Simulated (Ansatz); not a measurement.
Crystal: HgSe.

```
Hg Se
1.0
     0.00000    3.03900    3.03900
     3.03900    0.00000    3.03900
     3.03900    3.03900    0.00000
Hg Se
1 1
Direct
  0.00000 0.00000 0.00000
  0.75000 0.75000 0.75000
```

| Item | Value |
| --- | --- |
| Program | Ansatz 0.2.0 |
| Task | relaxation of cell and atoms |
| Functional | PBEsol |
| Potentials or basis | Ansatz PAW |
| Cutoff | 420 eV (not typed: the program's choice for these potentials) |
| k mesh | 8 × 8 × 8 |
| Occupations | fermi-dirac, width 0.05 eV |
| Spin | no spin polarisation |

At the start: volume 28.07 Å³/atom.

Where does the relaxation end?

It ends after 4 steps and the volume is 28.86 Å³/atom (+2.8 %); space group F-43m (No. 216, to 0.05 Å).

Step by step:
| step | energy change (eV) | largest force (eV/Å) | volume (Å³) |
| --- | --- | --- | --- |
| 1 | 0.0000 | 0.0000 | 56.13 |
| 2 | -0.0060 | 0.0000 | 58.20 |
| 3 | -0.0068 | 0.0000 | 57.71 |
| 4 | -0.0070 | 0.0000 | 57.71 |

Final structure:
```
Hg Se
1.0
     0.00000    3.06721    3.06721
     3.06721    0.00000    3.06721
     3.06721    3.06721    0.00000
Hg Se
1 1
Direct
  0.00000 0.00000 0.00000
  0.75000 0.75000 0.75000
```

Caveat: the plane-wave basis is chosen anew once the cell has moved, so the energies of steps on either side of that aren't comparable; the PAW data sets come from PBE, with cores solved anew for the run's functional, which leaves a small shift of forces and pressure.
